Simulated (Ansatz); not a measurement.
**Structure search: one Au candidate**

The calculation used DFT PBE, scalar-relativistic, plane waves, PAW (Ansatz 0.2.0). Cutoff 420 eV, Gaussian smearing, Γ-centred meshes. Cell and atoms relax first on a coarse mesh and then on a finer one. In between, the cell is made exact in the group found at 0.06 Å. In metals the finer mesh still leaves noise of several meV/atom or more. The steps can't lower the symmetry of their start. No spin polarisation.

A trial structure of Au was built thus: one element on all sites of the VPt type (Pmma, No. 51). Its size is a rough estimate.

```
CELL_PARAMETERS angstrom
4.70444 0.00000 0.00000
0.00000 2.87277 0.00000
0.00000 0.00000 5.11088
ATOMIC_POSITIONS crystal
Au 0.25000 0.00000 0.17052
Au 0.75000 0.00000 0.82948
Au 0.25000 0.50000 0.68047
Au 0.75000 0.50000 0.31953
```

Energies count from the standard state of Au at the same level.

Q: Describe the relaxed structure.

A: The symmetry goes from Pmma (No. 51) to P6_3/mmc (No. 194), and the primitive cell from 4 to 2 atoms. The end has the hcp type. The volume per atom grows by 4.3 %, from 17.3 to 18.0 Å³. The shortest distance goes from 2.86 Å (Au–Au) to 2.92 Å (Au–Au). The end is written in a standard setting, so origin, axes and order of atoms can differ from the start's. Conventional cell: a = 2.918 Å, c = 4.886 Å. Au is surrounded by 12 Au at 2.92–2.97 Å.

```
Au
1.0
     2.91784    0.00000    0.00000
    -1.45892    2.52693    0.00000
     0.00000    0.00000    4.88614
Au
2
Direct
  0.33333 0.66667 0.75000
  0.66667 0.33333 0.25000
```

Q: How does it come out in energy, and is it a metal?

A:

| Property | Result |
| --- | --- |
| Energy over the standard state | +0.01 eV/atom |
| Gap on the 22×22×12 mesh of the 2-atom cell | 0 eV (a metal) |

It is level with the standard state within the noise.

The last run used Gaussian smearing of 0.10 eV. The k mesh leaves some 4 meV/atom of noise in the energy of each metallic cell. These runs have no spin–orbit coupling, which can matter for Au. A structure relaxed within its symmetry needn't be a true minimum. In all, the 3 runs took 5.2 min on 1 thread of Arm Neoverse V2, on a shared host.
